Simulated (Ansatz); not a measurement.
**AlRu: enthalpy against pressure**

AlRu, Pm-3m, a = 2.976 Å. The structure is a Materials Project entry; whether it is the stable form wasn't checked. Ansatz: PBEsol, PAW, 420 eV, Γ-centred 14×14×14 mesh on 2 atoms, Gaussian smearing 0.10 eV; no spin polarisation. Cell and atoms are relaxed at each pressure, and no other structure is tried, so the rows at high pressure may lie past a change of phase. y is the enthalpy over the state at zero pressure; there V0 = 13.183 Å³/atom. The pressures are the targets, met within 0.05 GPa.

| P (GPa) | y (eV/atom) |
| --- | --- |
| -1.0 | -0.0825 |
| 0.0 | 0.0000 |
| 1.0 | 0.0821 |
| 4.0 | 0.3262 |
| 12.0 | 0.9625 |
| 25.0 | 1.9580 |
| 50.0 | ? |
| 90.0 | 6.4508 |

Task: Fit y = c1 P + c2 P² + c3 P³ to the other rows, say what c1 and c2 mean, and predict the missing value.

Result: Least squares on the rows shown. y = 0.082154 P − 0.00016768 P² + 5.6948×10⁻⁷ P³. Since dH/dP = V, c1 is V0: 0.082154 eV/GPa × 160.2 = 13.161 Å³ against 13.183; c2 = −V0/(2B0) gives B0 = 245 GPa, where a Birch–Murnaghan fit to the volumes of the same runs (not shown) gives 219 GPa: a cubic over this range folds the higher terms into c2. At P = 50.0 the fit asked for gives 3.7597 eV/atom. The run gave 3.7673 eV/atom, so the fit is 0.0076 eV/atom too low, 0.12 % of the span of the series, against an rms of 0.0001 eV/atom on the fitted rows. With a term in P⁴ added, a fit to the same known rows predicts 3.7726 eV/atom, a smaller miss on the other side.

The mesh isn't the same in all rows (14×14×14, 16×16×16).